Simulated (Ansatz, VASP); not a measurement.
# Pd in VASP and in Ansatz

POSCAR

```
Pd
1.0
   -1.5722810000      1.5722810000      1.5722810000
    1.5722810000     -1.5722810000      1.5722810000
    1.5722810000      1.5722810000     -1.5722810000
Pd
1
Direct
    0.0000000000      0.0000000000      0.0000000000
```

The input INCAR.step1:

```
ALGO = Normal ; EDIFF = 1E-4
ENCUT = 520 ; GGA = PE
ISMEAR = 0 ; LASPH = T
LCHARG = F ; LREAL = F
LWAVE = T ; NBANDS = 11
NELM = 100 ; PREC = Accurate
SIGMA = 0.1
```

Contents of INCAR.step2:

```
ALGO = Normal ; EDIFF = 1E-6
ENCUT = 520 ; ISIF = 2
ISMEAR = 0 ; ISTART = 1
LASPH = T ; LCHARG = F
LMIXTAU = T ; LREAL = F
LWAVE = F ; METAGGA = R2SCAN
NBANDS = 11 ; NELM = 100
PREC = Accurate ; SIGMA = 0.1
```

File KPOINTS:

```
k-points
0
Gamma
  8 8 8
```

Input for Ansatz:

```yaml
crystal:
  lattice:
    - [-1.572281, 1.572281, 1.572281]
    - [1.572281, -1.572281, 1.572281]
    - [1.572281, 1.572281, -1.572281]
  atoms:
    - { symbol: Pd, position: [0.0, 0.0, 0.0] }
basis:
  ecutwfc: 500
kpoints:
  mp_grid: { grid: [8, 8, 8] }
hamiltonian:
  xc: r2scan
scf:
  occupations: { method: gaussian, width: 0.1 }
  lower_state_search: "off"
output:
  forces: true
  stress: true
  eigenvalues: true
```

Alike in both runs: task single point; functional r2SCAN; k mesh 8 × 8 × 8; occupations gaussian, width 0.1 eV; no spin polarisation.

|  | VASP | Ansatz |
| --- | --- | --- |
| version | VASP 6.6.1 | Ansatz 0.2.0 |
| potentials or method | VASP PAW PBE potentials, release 64 (Pd) | scalar-relativistic, plane waves, PAW |
| plane-wave cutoff (eV) | 520 | 500 |
| valence electrons in the cell | 10 | 18 |

```tsv
	VASP	Ansatz	Ansatz less VASP
gap on the k mesh at the Fermi level (eV)	none	none	-
pressure (GPa)	-4.8	-5.3	-0.50
```

A gap of «none» marks a metal or a gap that the smearing closes. The two sets of potentials don't hold the same shells in valence.

Caveats: the PAW data sets were made with another functional, which shifts forces and pressure a little (VASP).
